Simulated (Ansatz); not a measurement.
# Br: the cost of one run

Program: Ansatz 0.2.0, driven from Python. Level of theory: DFT PBE, plane waves, PAW. These are calculated values, not measurements.

### Step 1. The structure

Br Fm-3m: It takes space group Fm-3m (No. 225, cubic). The conventional cell has a = 4.710 Å, b = 4.710 Å, c = 4.710 Å, α = 90.00°, β = 90.00°, γ = 90.00°. Br (site symmetry m-3m) has 12 Br at 3.33 Å as nearest neighbours.

Br Pm-3m: Symmetry: Pm-3m, No. 221, cubic system. The conventional cell has a = 3.060 Å, b = 3.060 Å, c = 3.060 Å, α = 90.00°, β = 90.00°, γ = 90.00°. Br (site symmetry m-3m) has 6 Br at 3.06 Å as nearest neighbours.

Br Im-3m: The structure is cubic, space group Im-3m (No. 229). The conventional cell has a = 3.740 Å, b = 3.740 Å, c = 3.740 Å, α = 90.00°, β = 90.00°, γ = 90.00°. Around Br (site symmetry m-3m) lie 8 Br at 3.24 Å.

Br P6_3/mmc: Symmetry: P6_3/mmc, No. 194, hexagonal system. The conventional cell has a = 3.330 Å, b = 3.330 Å, c = 5.438 Å, α = 90.00°, β = 90.00°, γ = 120.00°. Br (site symmetry -6m2) is surrounded by 12 Br at 3.33 Å.

The script holds or builds the structure itself.

### Step 2. The code

The input, br.py:

```python
# -*- coding: utf-8 -*-
"""Relaxed energies of Br in several structure types."""

import ansatz
import numpy as np
import pandas as pd
import spglib


def fcc(first, a):
    return (
        ansatz.Lattice.fcc(a)
        .space_group(225)
        .atom(first, (0, 0, 0))
        .primitive()
    )


def sc(a_site, a):
    return (
        ansatz.Lattice.cubic(a)
        .space_group(221)
        .atom(a_site, (0, 0, 0))
    )


def bcc(A, a):
    return (
        ansatz.Lattice.bcc(a)
        .space_group(229)
        .atom(A, (0, 0, 0))
        .primitive()
    )


def hcp(first, a):
    return (
        ansatz.Lattice.from_parameters(a, a, 1.633 * a, alpha=90, beta=90, gamma=120)
        .space_group(194)
        .atom(first, (1 / 3, 2 / 3, 0.25))
    )


def solve(name, crystal, relax=True):
    calc = (
        crystal.calculation()
        .functional("PBE")
        .basis(21 * ansatz.Ha)
        .kpoints(spacing=0.15)
        .occupations("cold", width=0.02)
        .stress()
        .band_table()
    )
    if relax:
        calc = calc.relax(force_tolerance=0.03, cell=True)
    return calc.run(threads=1, pin="off")

def bulk_modulus(name, outcome, step=0.02):
    # B = -V dP/dV from the pressures of two uniformly scaled cells, atoms held at their fractions
    pressure = []
    for factor in (1 - step, 1.0, 1 + step):
        cell = ansatz.Crystal(lattice=ansatz.Lattice.of(outcome.lattice.cell_ang * factor ** (1 / 3)))
        for site in outcome.report["lattice"]["sites"]:
            cell = cell.atom(site["symbol"], site["position_frac"])
        pressure.append(np.trace(solve(name, cell, relax=False).report["stress_gpa"]) / 3)
    slope, bend = (pressure[0] - pressure[2]) / (2 * step), abs(pressure[0] + pressure[2] - 2 * pressure[1])
    # a jump of mesh or basis between the cells shows as a kink: no modulus then
    return float(slope) if bend < 12 * step**2 * abs(slope) + 0.15 and abs(pressure[1]) < 1.5 else float("nan")

def relaxed_twice(name, crystal):
    # the second pass draws mesh and plane waves anew for the relaxed cell
    first = solve(name, crystal)
    again = ansatz.Crystal(lattice=ansatz.Lattice.of(first.lattice.cell_ang))
    for site in first.report["lattice"]["sites"]:
        again = again.atom(site["symbol"], site["position_frac"])
    return solve(name, again)


def gap_ev(outcome):
    # nan where the run reports no band edges: a metal, overlapping bands, or a gap that is small against the smearing
    edges = outcome.report.get("band_edges_ev")
    return edges[1] - edges[0] if edges else float("nan")


def space_group(outcome):
    sites = outcome.report["lattice"]["sites"]
    kinds = sorted({site["symbol"] for site in sites})
    cell = (outcome.lattice.cell_ang, [site["position_frac"] for site in sites], [kinds.index(site["symbol"]) for site in sites])
    return spglib.get_spacegroup(cell, symprec=0.01)

# starting lattice constants are rough guesses; the relaxation finds the rest
phases = {}
phases["fcc"] = fcc("Br", 4.71)
phases["sc"] = sc("Br", 3.06)
phases["bcc"] = bcc("Br", 3.74)
phases["hcp"] = hcp("Br", 3.33)

done = {}
for name, crystal in phases.items():
    try:
        done[name] = relaxed_twice(name, crystal)
    except ansatz.NonConvergedError as error:
        print(name, "did not converge:", str(error)[:120])

energy = {name: o.report["energy_sigma0_ev"] / len(o.lattice.sites) for name, o in done.items()}
lowest = min(energy.values())
rows = [(name, len(o.lattice.sites), 1000 * (energy[name] - lowest), gap_ev(o), space_group(o), bulk_modulus(name, o)) for name, o in done.items()]
rows.sort(key=lambda row: row[2])
print(pd.DataFrame(rows, columns=["phase", "atoms", "dE (meV/atom)", "gap (eV)", "space group", "B (GPa)"]).round(4).to_string(index=False))
```

### Step 3. Running it

Command:

```console
$ python br.py
```

What time and memory should one allow on 1 thread of Arm Neoverse V2, shared host?

About 2.8 min, with a peak of 0.58 GiB.
